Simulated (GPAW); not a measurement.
Crystal: SiC (Moissanite 3C).

```
Si C
1.0
     0.00000    2.17900    2.17900
     2.17900    0.00000    2.17900
     2.17900    2.17900    0.00000
Si C
1 1
Direct
  0.00000 0.00000 0.00000
  0.75000 0.75000 0.75000
```

* Program: GPAW 26.7.0
* Task: single point
* Functional: PBEsol
* Potentials or basis: PAW data sets generated in the run's folder for this functional
* Cutoff: 800 eV
* Basis: pw
* k mesh: 10 × 10 × 10
* Occupations: fermi-dirac, width 0.05 eV
* Spin: no spin polarisation

On this cell: pressure 1.0 GPa; largest force zero by symmetry; band gap on the k mesh 1.24 eV, indirect (least direct gap 4.45 eV).

The same run follows on a disturbed copy (atoms moved at random, drawn with an rms of 0.05 Å):

```
Si C
1.0
     0.00000    2.17900    2.17900
     2.17900    0.00000    2.17900
     2.17900    2.17900    0.00000
Si C
1 1
Direct
  0.02300 0.97553 0.99719
  0.78305 0.74500 0.74190
```

**Question.** What changes?

**Answer.** The energy moves by +25.9 meV/atom; pressure 1.6 GPa; largest force 1.464 eV/Å; band gap on the k mesh 0.91 eV, indirect (least direct gap 4.29 eV).

Forces on the atoms (eV/Å):
```
Si   0.652  0.344  1.266
C   -0.652 -0.344 -1.266
```

Stress tensor (GPa, compression positive):
```
1.78 4.54 1.33
4.54 1.95 2.35
1.33 2.35 1.18
```

A k mesh can miss the band edges.
